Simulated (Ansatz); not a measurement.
Runs of Ansatz 0.2.0 on Al. The structure is cubic, space group Im-3m (No. 229). The conventional cell has a = 3.182 Å, b = 3.182 Å, c = 3.182 Å, α = 90.00°, β = 90.00°, γ = 90.00°. Al (site symmetry m-3m) is surrounded by 8 Al at 2.76 Å. This isn't the form of Al at room conditions, which is fcc.

```csv
task,level,potentials or basis,cell,cutoff (eV),smearing,basis error allowed,gap on the mesh (eV),pressure (GPa),V0 of scaled cells (Å³/atom),B0 (GPa)
single point,LDA,"all-electron LAPW, scalar-relativistic",as given,148,gaussian 0.02 eV,0.001 eV/atom,none,0.5,-,-
band structure,PBEsol,"all-electron LAPW, non-relativistic",as given,148,fermi-dirac 0.05 eV,0.001 eV/atom,-,2.2,-,-
equation of state,LDA,"all-electron LAPW, scalar-relativistic",as given,-,fermi-dirac 0.05 eV,0.001 eV/atom,-,-,16.22,(a)
relaxation of cell and atoms,LDA,"all-electron LAPW, scalar-relativistic",relaxed,-,gaussian 0.01 eV,0.001 eV/atom,-,0.0,-,-
equation of state,PBEsol,"all-electron LAPW, scalar-relativistic",as given,-,fermi-dirac 0.05 eV,0.0005 eV/atom,-,-,16.59,73
single point,LDA,"all-electron LAPW, scalar-relativistic",as given,148,gaussian 0.05 eV,0.001 eV/atom,none,0.5,-,-
equation of state,PBEsol,"all-electron LAPW, scalar-relativistic",as given,-,fermi-dirac 0.05 eV,0.001 eV/atom,-,-,16.59,73
band structure,LDA,"all-electron LAPW, scalar-relativistic",as given,148,fermi-dirac 0.05 eV,0.001 eV/atom,-,0.5,-,-
```

Alike in all rows: no spin polarisation; k mesh 12 × 12 × 12.

Q: Fill in the values left out.

A: (a) 74.

A k mesh can miss the band edges.

A gap of «none» marks a metal or a gap under the smearing width.

Not every run made on this cell is shown here.
